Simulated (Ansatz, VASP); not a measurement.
# GaN: VASP beside Ansatz, part 2 of 2

Wanted: the spread between two codes on one cell, functional and k mesh. The cell is taken from a series of VASP runs on this material, whose earlier steps may have relaxed, scaled or displaced it; both programs get it as it stands.

VASP 6.6.1 and Ansatz 0.2.0.

So far: The starting structure; Ansatz: band structure, PBE0.

## (3) VASP: band structure, PBE0

Level of this step: PBE0; plane waves and PAW (Ga_d, N) (VASP).

The same cell, functional, mesh and smearing now go to VASP, with its own data sets and cutoff.

Lines of VASP's logs that name or quote its potential files are left out, and so is its time.

The run reads the wave functions of an earlier VASP run, which isn't shown here.

INCAR reads:

```
SYSTEM = GaN
PREC = Accurate
ENCUT = 460
EDIFF = 1E-06
NELM = 100
ISMEAR = 0
SIGMA = 0.03
LREAL = .FALSE.
ALGO = Normal
LHFCALC = .TRUE.
AEXX = 0.25
GGA = PE
LASPH = .TRUE.
NBANDS = 24
PRECFOCK = Fast
HFRCUT = -1
LORBIT = 11
LWAVE = .FALSE.
LCHARG = .FALSE.
KPAR = 8
```

POSCAR reads:

```
GaN
1.0
    3.1900000000      0.0000000000      0.0000000000
   -1.5950000000      2.7626210381      0.0000000000
    0.0000000000      0.0000000000      5.1890000000
Ga N
2 2
Direct
    0.3333333333      0.6666666667      0.5000000000
    0.6666666667      0.3333333333      0.0000000000
    0.3333333333      0.6666666667      0.8750000000
    0.6666666667      0.3333333333      0.3750000000
```

KPOINTS reads:

```
Automatic mesh
0
Gamma
5 5 3
0 0 0
```

KPOINTS_OPT reads:

```
Line mode
10
Line-mode
Reciprocal
  0.00000000   0.00000000   0.00000000 GAMMA
  0.50000000   0.00000000   0.00000000 M

  0.50000000   0.00000000   0.00000000 M
  0.33333333   0.33333333   0.00000000 K

  0.33333333   0.33333333   0.00000000 K
  0.00000000   0.00000000   0.00000000 GAMMA

  0.00000000   0.00000000   0.00000000 GAMMA
  0.00000000   0.00000000   0.50000000 A

  0.00000000   0.00000000   0.50000000 A
  0.50000000   0.00000000   0.50000000 L

  0.50000000   0.00000000   0.50000000 L
  0.33333333   0.33333333   0.50000000 H

  0.33333333   0.33333333   0.50000000 H
  0.00000000   0.00000000   0.50000000 A

  0.50000000   0.00000000   0.50000000 L
  0.50000000   0.00000000   0.00000000 M

  0.33333333   0.33333333   0.00000000 K
  0.33333333   0.33333333   0.50000000 H
```

PAW data sets: Ga_d and N (PBE family, release 64).

The run is started by

```
$ mpirun -np 8 vasp_std
```

Numbers of over 12 decimals in the logs are rounded to 6 here.

Output:

```text
[banner, memory and clock lines left out]
running    8 mpi-ranks, on    1 nodes
 distrk:  each k-point on    1 cores,    8 groups
 distr:  one band on    1 cores,    1 groups

 POSCAR found type information on POSCAR GaN
 POSCAR found :  2 types and       4 ions
|                                                                             |
|           W    W    AA    RRRRR   N    N  II  N    N   GGGG   !!!           |
|           W    W   A  A   R    R  NN   N  II  NN   N  G    G  !!!           |
|           W    W  A    A  R    R  N N  N  II  N N  N  G       !!!           |
|           W WW W  AAAAAA  RRRRR   N  N N  II  N  N N  G  GGG   !            |
|           WW  WW  A    A  R   R   N   NN  II  N   NN  G    G                |
|           W    W  A    A  R    R  N    N  II  N    N   GGGG   !!!           |
|                                                                             |
|     For optimal performance we recommend to set                             |
|       NCORE = 2 up to number-of-cores-per-socket                            |
|     NCORE specifies how many cores store one orbital (NPAR=cpu/NCORE).      |
|     This setting can greatly improve the performance of VASP for DFT.       |
|     The default, NCORE=1 might be grossly inefficient on modern             |
|     multi-core architectures or massively parallel machines. Do your        |
|     Unfortunately you need to use the default for GW and RPA                |
|     calculations (for HF NCORE is supported but not extensively tested      |
|     yet).                                                                   |
|                                                                             |

 LDA part: xc-table for (Slater+PW92), standard interpolation
 found WAVECAR, reading the header
 POSCAR, INCAR and KPOINTS ok, starting setup
 FFT: planning ... GRIDC
 FFT: planning ... GRID_SOFT
 FFT: planning ... GRID
 HFRCUT set to (new)   9.355265
 reading WAVECAR
 the WAVECAR file was read successfully
 initial charge from wavefunction
 entering main loop
       N       E                     dE             d eps       ncg     rms          rms(c)
DAV:   1    -0.313572983675E+02   -0.31357E+02   -0.22276E+00   664   0.353E+01    0.119E+00
DAV:   2    -0.313459095804E+02    0.11389E-01   -0.21661E-01   792   0.775E+00    0.832E-01
DAV:   3    -0.313327295730E+02    0.13180E-01   -0.37192E-02   712   0.301E+00    0.480E-01
DAV:   4    -0.313322330124E+02    0.49656E-03   -0.79379E-03   832   0.104E+00    0.270E-01
DAV:   5    -0.313319370602E+02    0.29595E-03   -0.61207E-04   760   0.341E-01    0.149E-01
DAV:   6    -0.313317932693E+02    0.14379E-03   -0.17889E-04   672   0.115E-01    0.748E-02
DAV:   7    -0.313317506416E+02    0.42628E-04   -0.28587E-05   624   0.485E-02    0.402E-02
DAV:   8    -0.313317343190E+02    0.16323E-04   -0.45035E-06   600   0.306E-02    0.234E-02
DAV:   9    -0.313317287297E+02    0.55893E-05   -0.32972E-06   512   0.191E-02    0.137E-02
DAV:  10    -0.313317269676E+02    0.17621E-05   -0.14397E-06   360   0.970E-03    0.833E-03
DAV:  11    -0.313317263429E+02    0.62471E-06   -0.42967E-07   256   0.575E-03
   1 F= -.31331726E+02 E0= -.31331726E+02  d E =-.295307E-20
 Start KPOINTS_OPT (optional k-point list driver)
k-point batch [1-10\90]
       N       E                     dE             ncg
DAV:   1     0.775817664842E+03   -0.61195E+04      520
DAV:   2    -0.217241361148E+04   -0.29482E+04      504
DAV:   3    -0.255011126768E+04   -0.37770E+03      520
DAV:   4    -0.256912503806E+04   -0.19014E+02      696
DAV:   5    -0.256951873490E+04   -0.39370E+00      624
DAV:   6    -0.256952852949E+04   -0.97946E-02      760
DAV:   7    -0.256952872817E+04   -0.19869E-03      600
DAV:   8    -0.256952873315E+04   -0.49742E-05      512
DAV:   9    -0.256952873336E+04   -0.21134E-06      416
[...]
k-point batch [81-90\90]
       N       E                     dE             ncg
DAV:   1     0.551116950735E+03   -0.14133E+05      520
DAV:   2    -0.234706287495E+04   -0.28982E+04      520
DAV:   3    -0.268314337412E+04   -0.33608E+03      568
DAV:   4    -0.269680617769E+04   -0.13663E+02      616
DAV:   5    -0.269711477393E+04   -0.30860E+00      560
DAV:   6    -0.269712554471E+04   -0.10771E-01      712
DAV:   7    -0.269712567957E+04   -0.13487E-03      576
DAV:   8    -0.269712568094E+04   -0.13688E-05      416
DAV:   9    -0.269712568112E+04   -0.17781E-06      392
```

From OUTCAR (step 3):

```text
ion  position               nearest neighbor table
   1  0.333  0.667  0.500-   3 1.95   4 1.95   4 1.95   4 1.95
   2  0.667  0.333  0.000-   4 1.95   3 1.95   3 1.95   3 1.95
   3  0.333  0.667  0.875-   1 1.95   2 1.95   2 1.95   2 1.95
   4  0.667  0.333  0.375-   2 1.95   1 1.95   1 1.95   1 1.95

  LATTYP: Found a hexagonal cell.
 ALAT       =     3.1900000000
 C/A-ratio  =     1.6266457680

 Subroutine GETGRP returns: Found 12 space group operations
 (whereof  6 operations were pure point group operations)

The static configuration has the point symmetry C_3v.
 The point group associated with its full space group is C_6v.

 Found     10 irreducible k-points:

   k-points           NKPTS =     10   k-points in BZ     NKDIM =     75   number of bands    NBANDS=     24

   dimension x,y,z NGX =    24 NGY =   24 NGZ =   36
   dimension x,y,z NGXF=    48 NGYF=   48 NGZF=   72

   ENCUT  =  460.0 eV  33.81 Ry    5.81 a.u.   5.58  5.58  9.07*2*pi/ulx,y,z

   NELECT =      36.0000    total number of electrons

 k-points in reciprocal lattice and weights: Automatic mesh
   0.00000000  0.00000000  0.00000000       0.013
   0.20000000  0.00000000  0.00000000       0.080
   0.40000000 -0.00000000  0.00000000       0.080
   0.20000000  0.20000000  0.00000000       0.080
   0.40000000  0.20000000  0.00000000       0.080
   0.00000000  0.00000000  0.33333333       0.027
   0.20000000  0.00000000  0.33333333       0.160
   0.40000000 -0.00000000  0.33333333       0.160
   0.20000000  0.20000000  0.33333333       0.160
   0.40000000  0.20000000  0.33333333       0.160

  exchange ACFDT corr.  =         0.00000000  see jH, gK, PRB 81, 115126

 average (electrostatic) potential at core
       1 -56.0813       2 -56.0813       3 -56.5259       4 -56.5259

 E-fermi :   4.3046

 k-point     1 :       0.0000    0.0000    0.0000
  band No.  band energies     occupation
    ...
     14       2.9744      2.00000
     15       2.9744      2.00000
     16       4.0633      2.00000
     17       4.1159      2.00000
     18       4.1159      2.00000
     19       8.0038      0.00000
     20      10.5443      0.00000
     21      15.8455      0.00000
     22      16.3211      0.00000
     23      16.3211      0.00000
    ...

 k-point     2 :       0.2000    0.0000    0.0000
  band No.  band energies     occupation
    ...
     14       0.6384      2.00000
     15       1.8256      2.00000
     16       2.2433      2.00000
     17       3.6058      2.00000
     18       3.7582      2.00000
     19       9.9761      0.00000
     20      12.1619      0.00000
     21      14.2075      0.00000
     22      15.1513      0.00000
     23      16.8337      0.00000
    ...

 k-point     3 :       0.4000   -0.0000    0.0000
  band No.  band energies     occupation
    ...
     14      -1.2740      2.00000
     15      -0.6210      2.00000
     16       1.2895      2.00000
     17       2.2052      2.00000
     18       3.1485      2.00000
     19      11.2215      0.00000
     20      11.9309      0.00000
     21      12.4945      0.00000
     22      15.1798      0.00000
     23      16.8763      0.00000
    ...

  energy-cutoff  :      460.00
  volume of cell :       45.73
      direct lattice vectors                 reciprocal lattice vectors
     3.190000000  0.000000000  0.000000000     0.313479624  0.180987545  0.000000000
    -1.595000000  2.762621038  0.000000000     0.000000000  0.361975090  0.000000000
     0.000000000  0.000000000  5.189000000     0.000000000  0.000000000  0.192715359

 POSITION                                       TOTAL-FORCE (eV/Angst)
 -----------------------------------------------------------------------------------
     -0.00000      1.84175      2.59450         0.000000      0.000000     -0.136047
      1.59500      0.92087      0.00000        -0.000000      0.000000     -0.136047
     -0.00000      1.84175      4.54038         0.000000     -0.000000      0.136047
      1.59500      0.92087      1.94588        -0.000000      0.000000      0.136047
 -----------------------------------------------------------------------------------
    total drift:                               -0.000000     -0.000002      0.001307

  FREE ENERGIE OF THE ION-ELECTRON SYSTEM (eV)
  ---------------------------------------------------
  free  energy   TOTEN  =       -31.3317263429 eV

  energy  without entropy=      -31.3317263429  energy(sigma->0) =      -31.33172634

 total charge
# of ion       s       p       d       tot
------------------------------------------
    1        0.750   0.890  10.201  11.841
    2        0.750   0.890  10.201  11.841
    3        1.224   2.531   0.000   3.755
    4        1.224   2.531   0.000   3.755
--------------------------------------------------
tot          3.948   6.842  20.402  31.192

[... 3 further parts left out ...]
```

## (4) Comparison

Known differences besides the potentials themselves: exact exchange at q = 0 is treated differently, which shows on coarse meshes; VASP keeps PBE cores, Ansatz makes them for the functional; the cutoff is 420 eV in Ansatz and 460 eV in VASP; VASP takes a coarser grid for exact exchange (PRECFOCK = Fast). Total energies have different zeros and are not compared.

Both answers:

```
                     quantity  Ansatz   VASP  difference
gap over the path points (eV)   3.858  3.888      -0.030
```

Forces (eV/Å; atoms numbered as in POSCAR):

```
atom        Ansatz x, y, z          VASP x, y, z
 Ga1  0.000, 0.000, -0.139  0.000, 0.000, -0.136
 Ga2  0.000, 0.000, -0.139  0.000, 0.000, -0.136
  N3   0.000, 0.000, 0.139   0.000, 0.000, 0.136
  N4   0.000, 0.000, 0.139   0.000, 0.000, 0.136
```

Levels at points of the path, from each program's valence-band top (eV; 4 filled, then empty):

```
k (reciprocal lattice)                                   Ansatz                                     VASP
     0.000 0.000 0.000    -1.14 -0.06 0.00 0.00 3.86 6.41 11.70    -1.14 -0.05 0.00 0.00 3.89 6.43 11.73
     0.444 0.000 0.000   -4.68 -2.92 -2.23 -1.03 7.08 7.74 8.21   -4.68 -2.92 -2.22 -1.03 7.10 7.76 8.22
     0.389 0.222 0.000   -4.93 -3.81 -2.74 -2.48 7.27 9.54 9.66   -4.92 -3.80 -2.73 -2.47 7.29 9.55 9.67
     0.185 0.185 0.000   -4.40 -2.92 -1.35 -1.21 7.53 8.89 9.67   -4.40 -2.90 -1.33 -1.21 7.55 8.90 9.68
     0.000 0.000 0.111  -1.11 -0.44 -0.04 -0.04 4.18 6.43 11.60  -1.11 -0.43 -0.04 -0.04 4.21 6.46 11.62
     0.000 0.000 0.500  -0.59 -0.59 -0.59 -0.59 6.37 6.37 10.84  -0.59 -0.59 -0.59 -0.59 6.40 6.40 10.85
     0.444 0.000 0.500  -2.09 -2.09 -2.06 -2.06 6.45 6.45 10.12  -2.08 -2.08 -2.06 -2.06 6.46 6.46 10.13
     0.389 0.222 0.500  -3.99 -3.99 -1.66 -1.66 7.93 7.93 10.16  -3.98 -3.98 -1.66 -1.66 7.94 7.94 10.18
     0.185 0.185 0.500  -2.54 -2.54 -1.99 -1.99 7.80 7.80 10.16  -2.53 -2.53 -1.98 -1.98 7.82 7.82 10.17
     0.500 0.000 0.389   -2.66 -2.41 -1.76 -1.74 6.10 6.83 9.87   -2.65 -2.41 -1.76 -1.74 6.11 6.84 9.88
```

The forces differ by 1.5 meV/Å r.m.s., which is 1.9 % of the r.m.s. force of 0.08 eV/Å (both taken over all components). Among the levels compared at these points, filled levels agree within 12 meV and empty ones within 30 meV.

## (5) Summary of results

```json
{
 "difference in gap over the path points (band structure, PBE0)": "-0.030 eV"
}
```

In words: The difference in gap over the path points is -0.030 eV (band structure, PBE0), within the 0.08 eV picked in this series as the mark of a large difference. How closely two codes agree says nothing of how well the functional describes the real material.

[Lines on the potential files, build, host, timing and source positions are cut from VASP's logs without a mark.]

[Logs are printed without paths, hosts, clocks, repeated set-up lines and the standing remarks that a program may print on its own settings, such as how far it seeks lower states.]

[Hosts, paths, dates, database ids (printed as entryN), source tags and the programs' standing remarks are cut or masked in the printed files.]
